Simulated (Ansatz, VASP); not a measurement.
Two plane-wave programs on Pb

```
CELL_PARAMETERS angstrom
-1.90820 1.90820 1.90820
1.90820 -1.90820 1.90820
1.90820 1.90820 -1.90820
ATOMIC_POSITIONS crystal
Pb 0.00000 0.00000 0.00000
```

Alike in both runs: task single point; functional LDA; k mesh 13 × 13 × 13; occupations fermi-dirac, width 0.1 eV; no spin polarisation.

|  | VASP | Ansatz |
| --- | --- | --- |
| version | VASP 6.6.1 | Ansatz 0.2.0 |
| potentials or method | VASP PAW LDA potentials, release 64 (Pb_d) | plane waves (420 eV) with PAW, scalar-relativistic |
| plane-wave cutoff (eV) | 520 | 420 |
| valence electrons in the cell | 14 | 14 |

```csv
,VASP,Ansatz,Ansatz less VASP
pressure (GPa),2.4,2.3,-0.09
```

Ansatz warned: «pseudo_functional_mismatch».

The runs have no spin-orbit coupling, so splittings on Pb are missing.
